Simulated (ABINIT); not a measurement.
Crystal: V.

```
CELL_PARAMETERS angstrom
-1.51435 1.51435 1.51435
1.51435 -1.51435 1.51435
1.51435 1.51435 -1.51435
ATOMIC_POSITIONS crystal
V 0.00000 0.00000 0.00000
```

Base run:

| Property | Result |
| --- | --- |
| Program | ABINIT 10.8.3 (patched build) |
| Functional | PBE |
| Potentials or basis | JTH PAW PBE v2.0 |
| Cutoff | 408 eV |
| k mesh | 12 × 12 × 12 |
| Occupations | fermi-dirac, width 0.05 eV |
| Spin | collinear spin, ferromagnetic start |
| Starting moments | [2.0] μB |

Its results: band gap on the k mesh none (metal or under the smearing width); pressure -4.9 GPa; net moment 0.00 μB per cell.

Task: The run is repeated on the same cell with these changes: functional from PBE to AM05. What comes out?

Result: Band gap on the k mesh none (metal or under the smearing width); pressure -11.5 GPa; net moment 0.00 μB per cell.

AM05 binds more tightly than PBE, so the same cell stands under less pressure.

Caveats: the PAW data sets were made with another functional, which shifts forces and pressure a little (some runs).

Not every run made on this cell is shown here.
